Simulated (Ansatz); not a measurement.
C3H8S, SMILES `CCCS`. Total charge 0; spin multiplicity 1.

```xyz
12

C     1.0922   -0.9277    0.2479
C    -0.2499   -0.3113    0.5961
C    -0.9304    0.3829   -0.5721
S    -0.0410    1.8176   -1.2372
H     1.7862   -0.1693   -0.1196
H     1.5425   -1.4083    1.1189
H     0.9833   -1.6865   -0.5325
H    -0.1324    0.4041    1.4173
H    -0.9304   -1.0886    0.9638
H    -1.9439    0.6913   -0.3103
H    -1.0142   -0.2982   -1.4241
H    -0.1621    2.5939   -0.1481
```

(1) List the harmonic frequencies (cm⁻¹, unscaled) at PBE0-D4/def2-TZVP in Ansatz. (An estimate is asked.)

(2) Is this a minimum?

(3) Give the ideal-gas thermochemistry at 298.15 K and 1 bar (rigid rotor, harmonic oscillator; point group C1, symmetry number 1).

(4) And at 400, 500, 600, 800 and 1000 K?

## Answers

(1) The calculation gave: 129, 207, 216, 292, 426, 664, 777, 795, 902, 933, 1057, 1090, 1138, 1246, 1275, 1326, 1371, 1405, 1460, 1476, 1488, 1500, 2704, 3033, 3048, 3060, 3076, 3117, 3121, 3134.

(2) Yes, all 30 modes are real.

(3) Zero-point energy 271.9 kJ/mol; H(298) − E = 289.8 kJ/mol; entropy 314.8 J/(mol·K), of which translation 162.9, rotation 106.8, vibration 45.1; G(298) − E = 195.9 kJ/mol.

(4) 
| T (K) | H − E (kJ/mol) | S (J/mol/K) | G − E (kJ/mol) |
| --- | --- | --- | --- |
| 400 | 300.2 | 344.7 | 162.3 |
| 500 | 312.7 | 372.5 | 126.5 |
| 600 | 327.1 | 398.7 | 87.9 |
| 800 | 360.6 | 446.7 | 3.3 |
| 1000 | 399.1 | 489.5 | -90.4 |
